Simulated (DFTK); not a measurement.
Crystal: Sb.

```xyz
2
Lattice="2.1542 1.2437 3.7580 -2.1542 1.2437 3.7580 0.0000 -2.4875 3.7580" Properties=species:S:1:pos:R:3 pbc="T T T"
Sb    0.0000    0.0000    8.6416
Sb    0.0000    0.0000    2.6324
```

Base run:

- Program: DFTK 0.8.2
- Functional: PBE
- Potentials or basis: in-house norm-conserving set (PBE, scalar relativistic)
- Cutoff: 1088 eV
- k mesh: 5 × 5 × 5
- Occupations: fermi-dirac, width 0.05 eV
- Spin: no spin polarisation

Its results: band gap on the k mesh 0.38 eV, indirect (least direct gap 0.71 eV); pressure 2.6 GPa; largest force 0.043 eV/Å.

The run is repeated on the same cell with these changes: potentials or basis from in-house norm-conserving set (PBE, scalar relativistic) to SG15 1.2 (PBE); cutoff from 1088 eV to 1225 eV; k mesh from 5 × 5 × 5 to 6 × 6 × 6. What comes out?

Band gap on the k mesh none (metal or under the smearing width); pressure 2.8 GPa; largest force 0.097 eV/Å.

Caveats: spin-orbit coupling is left out, which moves the levels of the heavy elements (some runs); the mesh misses the band edges, which the band path finds closer together (some runs).

Not every run made on this cell is shown here.
